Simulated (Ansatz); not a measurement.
**Ge: which structure wins at one pressure**

Aim: bring Ge in several structures (bcc, hcp, diamond, beta tin, simple hexagonal) to one pressure and rank them by enthalpy. The pressure is set by scaling the first phase. The runs shown use LAPW. Companion runs by PAW are cited.

Method: DFT, LDA, all-electron LAPW, scalar-relativistic, in Ansatz 0.2.0.

## (1) The structure to begin with

It takes space group Im-3m (No. 229, cubic). The conventional cell has a = 3.080 Å, b = 3.080 Å, c = 3.080 Å, α = 90.00°, β = 90.00°, γ = 90.00°. Ge (site symmetry m-3m) has 8 Ge at 2.67 Å as nearest neighbours.

As a file:

```cif
data_structure
_symmetry_space_group_name_H-M 'Im-3m'
_symmetry_Int_Tables_number 229
_cell_length_a 3.0800
_cell_length_b 3.0800
_cell_length_c 3.0800
_cell_angle_alpha 90.000
_cell_angle_beta 90.000
_cell_angle_gamma 90.000
_cell_volume 29.22
loop_
_atom_site_label
_atom_site_type_symbol
_atom_site_symmetry_multiplicity
_atom_site_Wyckoff_symbol
_atom_site_fract_x
_atom_site_fract_y
_atom_site_fract_z
_atom_site_occupancy
Ge1 Ge 2 a 0.00000 0.00000 0.00000 1
```

The file gives the conventional cell by its symmetry; the runs use the cell typed in the input.

## (2) Bcc relaxed under pressure, LAPW

Input file input.yaml:

```yaml
crystal:
  lattice:
    - [-1.5399963805, 1.5399963805, 1.5399963805]
    - [1.5399963805, -1.5399963805, 1.5399963805]
    - [1.5399963805, 1.5399963805, -1.5399963805]
  atoms:
    - { symbol: Ge, position: [0.0, 0.0, 0.0] }
kpoints:
  mp_grid: { grid: [17, 17, 17] }
scf:
  occupations: { method: fermi_dirac, width: 0.05 }
hamiltonian:
  xc: lda
  pseudopotentials: { kind: all_electron, lapw: { basis_error: 0.0005 } }
output:
  forces: true
  stress: true
  eigenvalues: true
relax:
  f_tol: 0.005
  max_steps: 12
  cell: { p_target: 25.0, stress_tol: 0.03 }
```

The run is started by

```bash
$ ansatz run input.yaml --threads 1 --pin off --max-ram 3584MiB --backend cpu --events-out ev --progress --plain --runs-dir out
```

Standard output (excerpt; [...] marks lines left out):

```text
[...]
LAPW: plane waves up to 8.855 Å⁻¹, error target 5.0e-4 eV per atom; small_component_spin mean_spin; Ge in spheres of 1.294 Å, 22 of its electrons in bands, Dirac shells []
[...]
Pseudopotentials: kind: all_electron
Pseudopotential: Ge, LAPW, valence charge 22, Koelling and Harmon's equation, gaussian nucleus
Functional definition: SPW92
[...]
Crystal: 1 atoms, lattice volume = 14.609 Å³
Basis set: ecut = 298.71531112002754 eV, 177 PW (Γ), exchange–correlation at level 2
Bands: 15, of which v1, the nominal top of the filled ones, is band 11 counted from 1 (10 counted from 0)
Symmetry: 48 space group operations
Space group: Im-3m (ITA 229), of the structure as read, at distance tolerance 2.4e-5 Å
k-points: 165 of 4913
[...]
SCF iter   1: F=—  HF=-57036.670025 eV  |F-HF|=—  |Δ(HF+E_count)|=         —  Δρ=9.11e-3  dr2=4.81e-3  ethr=2.18e-5  ⟨swp⟩=3.5  Hψ=17753  notcnv=0
[...]
relax step   1: F+E_penalty+E_count = -57036.64750677 eV  Δ(F+E_penalty+E_count) = +0.000e0 eV  max|allowed force component| = 0.000e0 eV/Å  Δτ_max = 0.0000 Å  P = +25.070 GPa  Ω = 14.609 Å³  (5 SCF iters, accepted)
[...]
relax step   3: F+E_penalty+E_count = -57036.64837937 eV  Δ(F+E_penalty+E_count) = +4.537e-4 eV  max|allowed force component| = 0.000e0 eV/Å  Δτ_max = 0.0000 Å  P = +25.000 GPa  Ω = 14.615 Å³  (2 SCF iters, accepted)
[...]
relax step   4: F+E_penalty+E_count = -57036.64837937 eV  Δ(F+E_penalty+E_count) = +1.557e-9 eV  max|allowed force component| = 0.000e0 eV/Å  Δτ_max = 0.0000 Å  P = +25.000 GPa  Ω = 14.615 Å³  stress off target by 2.66e-5 GPa  SCF on the basis re-selected at this cell (its energy is not [...]
SCF converged after 2 iterations
Free energy (F): -57036.648379 eV
[...]
E sigma→0 (E₀):  -57036.647501 eV
Entropy (-TS):   -0.001756 eV (-1.756 meV/atom)
Fermi energy:    17.217556 eV
[...]
--- Forces (eV/Å), atoms counted from 1 ---
  atom   1  Ge    -0.00000000    -0.00000000    -0.00000000
[...]
--- Stress (GPa, compression-positive) ---
       24.999973       0.000000       0.000000
        0.000000      24.999973      -0.000000
        0.000000      -0.000000      24.999973
  P = ⅓ Tr σ = 25.0000 GPa (250.000 kbar)
--- Band table (eV; the first three rows and the last of 165) ---
  k-point 0: bands = ["-145.7059", "-93.3530", "-93.3530", "-93.3530", "-7.7459", "-7.7459", "-7.7459", "-7.5688", "-7.5688", "1.6911", "29.2559", "29.2559", "29.2559", "34.2403", "34.2403"]
[...]
--- Relaxed structure (3 steps of the walk, 3 accepted, 1 SCFs on fresh bases) ---
  F+E_penalty+E_count = -57036.64837937 eV   max|allowed force component| = 0.000e0 eV/Å   (the final SCF, on the basis selected at the relaxed cell)
  cell:  # Å, volume = 14.6145 Å³
    - [-1.5401925823920997, 1.5401925823920997, 1.5401925823920997]
    - [1.5401925823920997, -1.5401925823920997, 1.5401925823920997]
    - [1.5401925823920997, 1.5401925823920997, -1.5401925823920997]
  atoms:
    - { symbol: Ge, position: [0.0, 0.0, 0.0] }
```

It took 25 s on 1 thread of Arm Neoverse V2, shared host; peak memory 0.33 GiB.

Relaxation path:

| step | energy from step 1 (eV/cell) | largest force component (eV/Å) | pressure (GPa) | volume (Å³) |
| --- | --- | --- | --- | --- |
| 1 | 0.0000 | 0.0000 | 25.07 | 14.61 |
| 2 | -0.0013 | 0.0000 | 24.96 | 14.62 |
| 3 | -0.0009 | 0.0000 | 25.00 | 14.61 |
| 4 | -0.0009 | 0.0000 | 25.00 | 14.61 |

Step 1 is the start. Step 4 repeats the geometry before on a plane-wave basis chosen anew for that cell, so the energy can jump there without any move; the table keeps such jumps.

| input's cell | before | after | change |
| --- | --- | --- | --- |
| a (Å) | 2.667 | 2.668 | +0.0 % |
| b (Å) | 2.667 | 2.668 | +0.0 % |
| c (Å) | 2.667 | 2.668 | +0.0 % |
| volume (Å³/atom) | 14.61 | 14.61 | +0.0 % |

This run gives: pressure 25.00 GPa; no gap.

## (3) Hcp relaxed under pressure, LAPW

Input file input.yaml:

```yaml
crystal:
  lattice:
    - [2.745274069, 0.0, 0.0]
    - [-1.3726370345, 2.3774770841, 0.0]
    - [0.0, 0.0, 4.4900548395]
  atoms:
    - { symbol: Ge, position: [0.3333333333, 0.6666666667, 0.25] }
    - { symbol: Ge, position: [0.6666666667, 0.3333333333, 0.75] }
kpoints:
  mp_grid: { grid: [16, 16, 9] }
scf:
  occupations: { method: fermi_dirac, width: 0.05 }
hamiltonian:
  xc: lda
  pseudopotentials: { kind: all_electron, lapw: { basis_error: 0.0005 } }
output:
  forces: true
  stress: true
  eigenvalues: true
relax:
  f_tol: 0.005
  max_steps: 12
  cell: { p_target: 25.0, stress_tol: 0.03 }
```

The run is started by

```bash
$ ansatz run input.yaml --threads 1 --pin off --max-ram 3584MiB --backend cpu --events-out ev --progress --plain --runs-dir out
```

Standard output:

```text
The last accepted step is kept in <dir> (removed where the run ends without a failure and the disk answers)
LAPW: plane waves up to 8.536 Å⁻¹, error target 5.0e-4 eV per atom; small_component_spin mean_spin; Ge in spheres of 1.331 Å, 22 of its electrons in bands, Dirac shells []
Engine: ansatz 0.2.0
[... 3 set-up lines as earlier in the session ...]
  exchange = slater_x
  correlation = pw_c
Crystal: 2 atoms, lattice volume = 29.306 Å³
Basis set: ecut = 277.61774761445304 eV, 313 PW (Γ), exchange–correlation at level 2
Bands: 27, of which v1, the nominal top of the filled ones, is band 22 counted from 1 (21 counted from 0)
Symmetry: 24 space group operations
Space group: P63/mmc (ITA 194), of the structure as read, at distance tolerance 3.1e-5 Å
k-points: 150 of 2304
Non-local potential: Ge, projectors of the file, none
Initial density: superposition of atomic densities (chi_scale 0.1, normalization cell)
Initial wavefunctions: plane waves of lowest kinetic energy (no species holds an atomic orbital)
Functional: x = slater, c = lda
iter 1 solved again at ethr=1.74e-5 eV; its pass at ethr=1.00e-1 eV (dr2=7.64e-3 eV) is discarded
SCF iter   1: F=—  HF=-114073.344063 eV  |F-HF|=—  |Δ(HF+E_count)|=         —  Δρ=7.48e-3  dr2=7.69e-3  ethr=1.74e-5  ⟨swp⟩=3.3  Hψ=28478  notcnv=0
preconditioner: auto → Kerker (q_TF=auto, 2.919 Å⁻¹)  [metal: Δε(μ)=0.011 eV  Ē_g=25.084 eV  σ=0.050 eV  W_gap=0.06  n_scr=10 (ndim 8)  ℏωp=36.3 eV  f_vac=0.000  D(μ)=0.52/eV (n_scr^D=2)]
SCF iter   2: F=—  HF=-114073.304383 eV  |F-HF|=—  |Δ(HF+E_count)|=   3.97e-2  Δρ=4.31e-3  dr2=3.31e-3  ethr=1.74e-5  ⟨swp⟩=2.0  Hψ=12190  notcnv=0
SCF iter   3: F=—  HF=-114073.299425 eV  |F-HF|=—  |Δ(HF+E_count)|=   4.96e-3  Δρ=2.85e-3  dr2=1.61e-3  ethr=7.52e-6  ⟨swp⟩=2.0  Hψ=12034  notcnv=0
SCF iter   4: F=—  HF=-114073.298681 eV  |F-HF|=—  |Δ(HF+E_count)|=   7.44e-4  Δρ=1.29e-3  dr2=4.07e-4  ethr=3.66e-6  ⟨swp⟩=2.0  Hψ=12040  notcnv=0
iter 5 solved again at ethr=7.86e-9 eV; its pass at ethr=9.24e-7 eV (dr2=3.46e-6 eV) is discarded
SCF iter   5: F=—  HF=-114073.298655 eV  |F-HF|=—  |Δ(HF+E_count)|=   2.59e-5  Δρ=1.20e-4  dr2=3.45e-6  ethr=7.86e-9  ⟨swp⟩=2.0  Hψ=20318  notcnv=0
SCF iter   6: F=—  HF=-114073.298654 eV  |F-HF|=—  |Δ(HF+E_count)|=   1.01e-6  Δρ=3.28e-5  dr2=2.14e-7  ethr=7.84e-9  ⟨swp⟩=2.0  Hψ=12038  notcnv=0
SCF iter   7: F=-114073.298654 eV  HF=-114073.298654 eV  |F-HF|=5.37e-9  |Δ(HF+E_count)|=   4.96e-9  Δρ=5.97e-6  dr2=9.09e-9  ethr=4.86e-10  ⟨swp⟩=2.0  Hψ=12040  notcnv=0
SCF 1 converged in 7 iterations: F = -114073.298654 eV  dr2 = 9.09e-9
relax step   1: F+E_penalty+E_count = -114073.29865420 eV  Δ(F+E_penalty+E_count) = +0.000e0 eV  max|allowed force component| = 1.735e-17 eV/Å  Δτ_max = 0.0000 Å  P = +25.078 GPa  Ω = 29.306 Å³  (7 SCF iters, accepted)
Crystal: 2 atoms, lattice volume = 29.326 Å³
Basis set: ecut = 277.48803957701807 eV, 313 PW (Γ), exchange–correlation at level 2
Initial density: handed on by an earlier stage of this run
Initial wavefunctions: those handed on with the density
iter 1 solved again at ethr=8.12e-11 eV; its pass at ethr=1.00e-1 eV (dr2=3.57e-8 eV) is discarded
SCF iter   1: F=—  HF=-114073.301863 eV  |F-HF|=—  |Δ(HF+E_count)|=         —  Δρ=1.49e-5  dr2=6.27e-8  ethr=8.12e-11  ⟨swp⟩=5.3  Hψ=25777  notcnv=0
preconditioner: auto → Kerker (q_TF=auto, 2.919 Å⁻¹)  [metal: Δε(μ)=0.024 eV  Ē_g=25.465 eV  σ=0.050 eV  W_gap=0.12  n_scr=10 (ndim 8)  ℏωp=36.3 eV  f_vac=0.000  D(μ)=0.48/eV (n_scr^D=2)]
SCF iter   2: F=-114073.301863 eV  HF=-114073.301863 eV  |F-HF|=1.51e-8  |Δ(HF+E_count)|=   2.92e-8  Δρ=1.02e-5  dr2=3.00e-8  ethr=8.12e-11  ⟨swp⟩=2.0  Hψ=12040  notcnv=0
SCF 2 converged in 2 iterations: F = -114073.301863 eV  dr2 = 3.00e-8
relax step   2: F+E_penalty+E_count = -114073.30186293 eV  Δ(F+E_penalty+E_count) = -3.209e-3 eV  max|allowed force component| = 1.850e-17 eV/Å  Δτ_max = 0.0000 Å  P = +24.952 GPa  Ω = 29.326 Å³  (2 SCF iters, accepted)
Crystal: 2 atoms, lattice volume = 29.319 Å³
Basis set: ecut = 277.5373567736744 eV, 313 PW (Γ), exchange–correlation at level 2
iter 1 solved again at ethr=4.92e-11 eV; its pass at ethr=1.00e-1 eV (dr2=2.16e-8 eV) is discarded
SCF iter   1: F=—  HF=-114073.300644 eV  |F-HF|=—  |Δ(HF+E_count)|=         —  Δρ=6.58e-6  dr2=1.22e-8  ethr=4.92e-11  ⟨swp⟩=5.1  Hψ=23230  notcnv=0
preconditioner: auto → Kerker (q_TF=auto, 2.919 Å⁻¹)  [metal: Δε(μ)=0.024 eV  Ē_g=25.466 eV  σ=0.050 eV  W_gap=0.12  n_scr=10 (ndim 8)  ℏωp=36.3 eV  f_vac=0.000  D(μ)=0.48/eV (n_scr^D=2)]
SCF iter   2: F=-114073.300644 eV  HF=-114073.300644 eV  |F-HF|=2.72e-9  |Δ(HF+E_count)|=   4.80e-9  Δρ=4.57e-6  dr2=6.01e-9  ethr=2.78e-11  ⟨swp⟩=2.0  Hψ=12040  notcnv=0
SCF 3 converged in 2 iterations: F = -114073.300644 eV  dr2 = 6.01e-9
relax step   3: F+E_penalty+E_count = -114073.30064449 eV  Δ(F+E_penalty+E_count) = +1.218e-3 eV  max|allowed force component| = 3.238e-17 eV/Å  Δτ_max = 0.0000 Å  P = +25.000 GPa  Ω = 29.319 Å³  (2 SCF iters, accepted)
iter 1 solved again at ethr=4.12e-11 eV; its pass at ethr=1.00e-1 eV (dr2=1.81e-8 eV) is discarded
SCF iter   1: F=—  HF=-114073.300644 eV  |F-HF|=—  |Δ(HF+E_count)|=         —  Δρ=4.57e-6  dr2=5.96e-9  ethr=4.12e-11  ⟨swp⟩=5.8  Hψ=26998  notcnv=0  reapply=58
SCF iter   2: F=-114073.300644 eV  HF=-114073.300644 eV  |F-HF|=1.12e-9  |Δ(HF+E_count)|=   2.78e-9  Δρ=3.19e-6  dr2=2.95e-9  ethr=1.35e-11  ⟨swp⟩=2.0  Hψ=12040  notcnv=0
SCF 4 converged in 2 iterations: F = -114073.300644 eV  dr2 = 2.95e-9
relax step   4: F+E_penalty+E_count = -114073.30064437 eV  Δ(F+E_penalty+E_count) = +1.216e-7 eV  max|allowed force component| = 2.891e-17 eV/Å  Δτ_max = 0.0000 Å  P = +25.000 GPa  Ω = 29.319 Å³  stress off target by 1.71e-4 GPa  SCF on the basis re-selected at this cell (its energy is not comparable with the rows above)  (2 SCF iters)
basis re-selected at this cell: Δ(F+E_penalty+E_count) = +1.216e-7 eV, ΔP = -0.000 GPa vs the last step (what re-selecting the basis moved, after the strain that the cell walked since its last selection, with what the two solves' SCF thresholds leave and, on support functions, any second-order correction that the steps lacked; it is no measure of the basis error at this ecutwfc). This SCF's stress stands 1.71e-4 GPa from its target on what of the cell is left free (relax.cell.stress_tol is 3.00e-2 GPa) and its largest allowed force component is 2.89e-17 eV/Å (relax.f_tol is 5.00e-3 eV/Å): within both
SCF converged after 2 iterations
Free energy (F): -114073.300644 eV
Harris-Foulkes:  -114073.300644 eV  (|F-HF|=1.12e-9)
Internal energy: -114073.296504 eV  (E = F + TS)
E sigma→0 (E₀):  -114073.298574 eV
Entropy (-TS):   -0.004140 eV (-2.070 meV/atom)
Fermi energy:    17.318868 eV
--- Per-component energies (eV) ---
  E_band       = -1769.352734
  E_kinetic    = 116435.419663
  E_xc         = -4183.218959
  E_electrostatic = -226325.497209  (all electrons and nuclei)
  E_smearing   = -0.004140  (= −TS)
  E_closure    = 0.000000  (closes the sum)
  E_atoms      = -114063.943511  (free atoms, spherical and without spin; not in F)
  Σ components = -114073.300644   (vs F -114073.300644, Δ=0.00e0)
  Basis errors (estimates in eV, not in F): energy 1.1e-4 per atom: plane waves 1.1e-4 (5.9e-5 summed), levels above the bands 8.2e-86, relativity 1.9e-9, radial functions 1.1e-6, core shells 7.7e-13; eigenvalues (radial functions only) 5.2e-7; not estimated: angular momenta, meshes, grids; target (lapw.basis_error) 5.0e-4; muffin-tin radii Ge 1.332 Å
--- Forces (eV/Å), atoms counted from 1 ---
  atom   1  Ge     0.00000000    -0.00000000     0.00000000
  atom   2  Ge     0.00000000     0.00000000     0.00000000
  max |Σ_I F_I| component: 1.85e-17 eV/Å
--- Stress (GPa, compression-positive) ---
       24.999871       0.000000       0.000000
        0.000000      24.999871      -0.000000
        0.000000      -0.000000      24.999829
  P = ⅓ Tr σ = 24.9999 GPa (249.999 kbar)
--- Band table (eV; the first three rows and the last of 150) ---
  k-point 0: bands = ["-145.7537", "-145.7532", "-93.4041", "-93.4041", "-93.4033", "-93.4031", "-93.4031", "-93.3977", "-7.7925", "-7.7635", "-7.7497", "-7.7497", "-7.7325", "-7.7325", "-7.6912", "-7.6912", "-7.5707", "-7.5707", "1.6489", "8.6683", "10.0274", "25.8242", "25.8242", "28.1440", "28.1440", "28.9503", "31.0986"]
  k-point 1: bands = ["-145.7537", "-145.7532", "-93.4041", "-93.4041", "-93.4032", "-93.4031", "-93.4031", "-93.3978", "-7.7911", "-7.7638", "-7.7532", "-7.7532", "-7.7347", "-7.7347", "-7.6836", "-7.6836", "-7.5726", "-7.5726", "1.7421", "7.6060", "11.2711", "25.9031", "25.9031", "27.5925", "28.1297", "28.1297", "31.1519"]
  k-point 2: bands = ["-145.7537", "-145.7533", "-93.4040", "-93.4040", "-93.4032", "-93.4032", "-93.4027", "-93.3983", "-7.7872", "-7.7648", "-7.7591", "-7.7591", "-7.7405", "-7.7405", "-7.6658", "-7.6658", "-7.5788", "-7.5788", "2.0224", "6.2440", "13.1764", "25.1536", "26.1343", "26.1343", "28.0523", "28.0523", "31.3104"]
  k-point 149: bands = ["-145.7531", "-145.7531", "-93.4072", "-93.4072", "-93.4066", "-93.4064", "-93.3998", "-93.3997", "-7.7899", "-7.7898", "-7.7301", "-7.6977", "-7.6809", "-7.6740", "-7.6495", "-7.6487", "-7.5665", "-7.5622", "10.7899", "11.4164", "12.5718", "13.1630", "13.8532", "14.6291", "24.2221", "24.7630", "28.6132"]
--- Relaxed structure (3 steps of the walk, 3 accepted, 1 SCFs on fresh bases) ---
  F+E_penalty+E_count = -114073.30064437 eV   max|allowed force component| = 2.891e-17 eV/Å   (the final SCF, on the basis selected at the relaxed cell)
  cell:  # Å, volume = 29.3185 Å³
    - [2.745774950732872, 0.0, 0.0]
    - [-1.372887475366436, 2.377910860409632, 0.0]
    - [0.0, 0.0, 4.490367143749641]
  atoms:
    - { symbol: Ge, position: [0.3333333333333334, 0.6666666666666669, 0.25] }
    - { symbol: Ge, position: [0.6666666666666666, 0.3333333333333334, 0.75] }
```

It took 76 s on 1 thread of Arm Neoverse V2, shared host; peak memory 0.54 GiB.

Relaxation path:

| step | energy from step 1 (eV/cell) | largest force component (eV/Å) | pressure (GPa) | volume (Å³) |
| --- | --- | --- | --- | --- |
| 1 | 0.0000 | 0.0000 | 25.08 | 29.31 |
| 2 | -0.0032 | 0.0000 | 24.95 | 29.33 |
| 3 | -0.0020 | 0.0000 | 25.00 | 29.32 |
| 4 | -0.0020 | 0.0000 | 25.00 | 29.32 |

Step 1 is the start. Step 4 repeats the geometry before on a plane-wave basis chosen anew for that cell, so the energy can jump there without any move; the table keeps such jumps.

| input's cell | before | after | change |
| --- | --- | --- | --- |
| a (Å) | 2.745 | 2.746 | +0.0 % |
| b (Å) | 2.745 | 2.746 | +0.0 % |
| c (Å) | 4.490 | 4.490 | +0.0 % |
| volume (Å³/atom) | 14.65 | 14.66 | +0.0 % |

This run gives: pressure 25.00 GPa; no gap.

## (4) Diamond relaxed under pressure, LAPW

Input file input.yaml:

```yaml
crystal:
  lattice:
    - [0.0, 2.6199329571, 2.6199329571]
    - [2.6199329571, 0.0, 2.6199329571]
    - [2.6199329571, 2.6199329571, 0.0]
  atoms:
    - { symbol: Ge, position: [-0.125, -0.125, -0.125] }
    - { symbol: Ge, position: [0.125, 0.125, 0.125] }
kpoints:
  mp_grid: { grid: [12, 12, 12] }
scf:
  occupations: { method: fermi_dirac, width: 0.05 }
hamiltonian:
  xc: lda
  pseudopotentials: { kind: all_electron, lapw: { basis_error: 0.0005 } }
output:
  forces: true
  stress: true
  eigenvalues: true
relax:
  f_tol: 0.005
  max_steps: 12
  cell: { p_target: 25.0, stress_tol: 0.03 }
```

The run is started by

```bash
$ ansatz run input.yaml --threads 1 --pin off --max-ram 3584MiB --backend cpu --events-out ev --progress --plain --runs-dir out
```

Standard output (excerpt; [...] marks lines left out):

```text
[...]
LAPW: plane waves up to 10.805 Å⁻¹, error target 5.0e-4 eV per atom; small_component_spin mean_spin; Ge in spheres of 1.100 Å, 22 of its electrons in bands, Dirac shells []
[...]
[... 3 set-up lines as earlier in the session ...]
[...]
Crystal: 2 atoms, lattice volume = 35.967 Å³
Basis set: ecut = 444.8403477463821 eV, 749 PW (Γ), exchange–correlation at level 2
Bands: 27, of which v1, the nominal top of the filled ones, is band 22 counted from 1 (21 counted from 0)
[... 1 set-up line as earlier in the session ...]
Space group: Fd-3m (ITA 227), of the structure as read, at distance tolerance 3.3e-5 Å
k-points: 72 of 1728
[...]
SCF iter   1: F=—  HF=-114074.019792 eV  |F-HF|=—  |Δ(HF+E_count)|=         —  Δρ=4.03e-2  dr2=6.23e-1  ethr=1.41e-3  ⟨swp⟩=2.0  Hψ=12130  notcnv=0
[...]
Fermi energy:    13.519461 eV
[...]
--- Forces (eV/Å), atoms counted from 1 ---
  atom   1  Ge    -0.00000000     0.00000000    -0.00000000
  atom   2  Ge     0.00000000     0.00000000     0.00000000
[...]
--- Stress (GPa, compression-positive) ---
       25.013738       0.000000       0.000000
        0.000000      25.013738      -0.000000
        0.000000      -0.000000      25.013738
  P = ⅓ Tr σ = 25.0137 GPa (250.137 kbar)
--- Band table (eV; the first three rows and the last of 72) ---
[...]
--- Relaxed structure (1 steps of the walk, 1 accepted, 1 SCFs on fresh bases) ---
  F+E_penalty+E_count = -114073.77990659 eV   max|allowed force component| = 1.735e-18 eV/Å   (the final SCF, on the basis selected at the relaxed cell)
  cell:  # Å, volume = 35.9667 Å³
    - [0.0, 2.6199329571, 2.6199329571]
    - [2.6199329571, 0.0, 2.6199329571]
    - [2.6199329571, 2.6199329571, 0.0]
  atoms:
    - { symbol: Ge, position: [-0.12499999999999999, -0.12499999999999999, -0.12499999999999999] }
    - { symbol: Ge, position: [0.12499999999999999, 0.12499999999999999, 0.12499999999999999] }
```

Run time: 36 s. Hardware: 1 thread of Arm Neoverse V2, shared host; peak memory 0.46 GiB.

Step by step:

| step | energy from step 1 (eV/cell) | largest force component (eV/Å) | pressure (GPa) | volume (Å³) |
| --- | --- | --- | --- | --- |
| 1 | 0.0000 | 0.0000 | 25.01 | 35.97 |
| 2 | 0.0000 | 0.0000 | 25.01 | 35.97 |

Step 1 is the start. Step 2 repeats the geometry before on a plane-wave basis chosen anew for that cell, so the energy can jump there without any move; the table keeps such jumps.

| input's cell | before | after | change |
| --- | --- | --- | --- |
| a (Å) | 3.705 | 3.705 | +0.0 % |
| b (Å) | 3.705 | 3.705 | +0.0 % |
| c (Å) | 3.705 | 3.705 | +0.0 % |
| volume (Å³/atom) | 17.98 | 17.98 | +0.0 % |

(Part 1 of 2 ends here.)
